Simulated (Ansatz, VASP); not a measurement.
# AlN: VASP beside Ansatz

The input INCAR:

```
SYSTEM = AlN
  PREC = Accurate
  ENCUT = 600
  EDIFF = 1E-7
  ISMEAR = 0
  SIGMA = 0.02
  LREAL = .False.
  LASPH = .True.
  NELM = 100
  ALGO = Normal
  ISIF = 3
  LWAVE = .False.
  LCHARG = .False.
  GGA = PE
  IBRION = 2
  NSW = 100
  EDIFFG = -0.01
```

Contents of KPOINTS:

```
regular mesh
0
Gamma
  12 12 2
  0 0 0
```

Contents of POSCAR:

```
AlN
1.0
    3.1177457741      0.0000000000      0.0000000000
   -1.5588728870      2.7000470429      0.0000000000
    0.0000000000      0.0000000000     15.1951913515
Al N
6 6
Direct
    0.0000000000      0.0000000000      0.1876312019
    0.0000000000      0.0000000000      0.6876312019
    0.3333333333      0.6666666667      0.5205418622
    0.6666666667      0.3333333333      0.0205418622
    0.3333333333      0.6666666667      0.8533880635
    0.6666666667      0.3333333333      0.3533880635
    0.0000000000      0.0000000000      0.3127940245
    0.0000000000      0.0000000000      0.8127940245
    0.3333333333      0.6666666667      0.9792641539
    0.6666666667      0.3333333333      0.4792641539
    0.3333333333      0.6666666667      0.6463806939
    0.6666666667      0.3333333333      0.1463806939
```

Input for Ansatz:

```yaml
crystal:
  lattice:
    - [3.1177457741, 0.0, 0.0]
    - [-1.558872887, 2.7000470429, 0.0]
    - [0.0, 0.0, 15.1951913515]
  atoms:
    - { symbol: Al, position: [0.0, 0.0, 0.1876312019] }
    - { symbol: Al, position: [0.0, 0.0, 0.6876312019] }
    - { symbol: Al, position: [0.3333333333, 0.6666666667, 0.5205418622] }
    - { symbol: Al, position: [0.6666666667, 0.3333333333, 0.0205418622] }
    - { symbol: Al, position: [0.3333333333, 0.6666666667, 0.8533880635] }
    - { symbol: Al, position: [0.6666666667, 0.3333333333, 0.3533880635] }
    - { symbol: "N", position: [0.0, 0.0, 0.3127940245] }
    - { symbol: "N", position: [0.0, 0.0, 0.8127940245] }
    - { symbol: "N", position: [0.3333333333, 0.6666666667, 0.9792641539] }
    - { symbol: "N", position: [0.6666666667, 0.3333333333, 0.4792641539] }
    - { symbol: "N", position: [0.3333333333, 0.6666666667, 0.6463806939] }
    - { symbol: "N", position: [0.6666666667, 0.3333333333, 0.1463806939] }
basis:
  ecutwfc: 420
kpoints:
  mp_grid: { grid: [12, 12, 2] }
hamiltonian:
  xc: pbe
scf:
  occupations: { method: gaussian, width: 0.02 }
output:
  forces: true
  stress: true
  eigenvalues: true
relax:
  adjacent_minimum: "off"
  f_tol: 0.01
  max_steps: 80
  cell: { stress_tol: 0.05 }
```

Alike in both runs: task relaxation of cell and atoms; functional PBE; k mesh 12 × 12 × 2; occupations gaussian, width 0.02 eV; no spin polarisation.

|  | VASP | Ansatz |
| --- | --- | --- |
| version | VASP 6.6.1 | Ansatz 0.2.0 |
| potentials or method | VASP PAW PBE potentials, release 64 (Al, N) | scalar-relativistic, plane waves, PAW |
| plane-wave cutoff (eV) | 600 | 420 |
| valence electrons in the cell | 48 | 48 |

Ansatz gave:

```
gap on the k mesh at the Fermi level, each at its own relaxed structure (eV) : 3.80
relaxed volume (Å³/atom)                                                     : 10.66
relaxed cell length with the largest relative difference (Å)                 : 15.198
```

Q: What did VASP give for the same quantities?

A: gap on the k mesh at the Fermi level, each at its own relaxed structure (eV): 3.80; relaxed volume (Å³/atom): 10.64; relaxed cell length with the largest relative difference (Å): 15.187.

A k mesh can miss the band edges. A hybrid or GW would open this gap; PBE tends to underestimate it.
